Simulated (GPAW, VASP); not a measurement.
Given: the input of a run of VASP 6.6.1 on GaSb. 

INCAR

```
PREC     = Accurate       # precision mode
ENCUT    = 520            # plane-wave cutoff, eV
EDIFF    = 1E-6           # SCF threshold, eV
ISMEAR   = 0              # smearing method
SIGMA    = 0.026000000000000002 # smearing width, eV
LREAL    = F              # projectors in reciprocal space
LASPH    = T              # aspherical terms in the spheres
NELM     = 60             # most SCF steps
ALGO     = Normal         # electronic algorithm
ISIF     = 2              # what is computed and relaxed
LWAVE    = F              # write WAVECAR
LCHARG   = F              # write CHGCAR
GGA      = PE             # functional
NBANDS   = 16             # bands
```

The input KPOINTS:

```
regular mesh
0
Gamma
  8 8 8
```

POSCAR

```
GaSb
1.0
    0.0000000000      3.0590000000      3.0590000000
    3.0590000000      0.0000000000      3.0590000000
    3.0590000000      3.0590000000      0.0000000000
Sb Ga
1 1
Direct
    0.7500000000      0.7500000000      0.7500000000
    0.0000000000      0.0000000000      0.0000000000
```

Potentials or basis: VASP PAW PBE potentials, release 64 (Sb, Ga_d).

The run is started by

```console
$ cat potpaw_PBE.64/Sb/POTCAR potpaw_PBE.64/Ga_d/POTCAR > POTCAR
$ mpirun -np 1 vasp_std > vasp.out
```

Translate it to GPAW 26.7.0 (ASE script). Potentials or basis there: GPAW PAW data sets (gpaw-data 1.2.1), cutoff 600 eV.

As run (cutoffs and basis follow the program's own potentials, and thresholds, step limits or extra output files can differ):

run.py

```python
from ase.dft.bandgap import bandgap
from ase.io import read, write
from ase.units import GPa
from gpaw import GPAW, PW

atoms = read('POSCAR')

calc = GPAW(mode=PW(600),
            xc='PBE',
            kpts={'size': (8, 8, 8), 'gamma': True},
            occupations={'name': 'methfessel-paxton', 'order': 0, 'width': 0.026000000000000002},
            nbands=18,
            convergence={'density': 1e-05, 'energy': 1e-05},
            maxiter=150,
            txt='gpaw.txt')
atoms.calc = calc
energy = atoms.get_potential_energy()
forces = atoms.get_forces()
stress = atoms.get_stress()
calc.write('gs.gpw')
write('result.traj', atoms)
print(f'Energy: {energy:.6f} eV')
print('Forces (eV/A):')
print(forces.round(4))
print('Stress (GPa):', (stress / GPa).round(3))
print('Fermi level:', round(calc.get_fermi_level(), 4), 'eV')
print(f'Gap: {bandgap(calc)[0]:.4f} eV, direct: {bandgap(calc, direct=True)[0]:.4f} eV')
```

File POSCAR:

```
GaSb
1.0
    0.0000000000      3.0590000000      3.0590000000
    3.0590000000      0.0000000000      3.0590000000
    3.0590000000      3.0590000000      0.0000000000
Sb Ga
1 1
Direct
    0.7500000000      0.7500000000      0.7500000000
    0.0000000000      0.0000000000      0.0000000000
```

Potentials or basis: GPAW PAW data sets (gpaw-data 1.2.1), pw.

Command:

```sh
$ OMP_NUM_THREADS=1 python run.py
```

Both were run:

|  | VASP | GPAW |
| --- | --- | --- |
| Pressure | 2.4 GPa | 2.3 GPa |

Pressure is positive in compression.
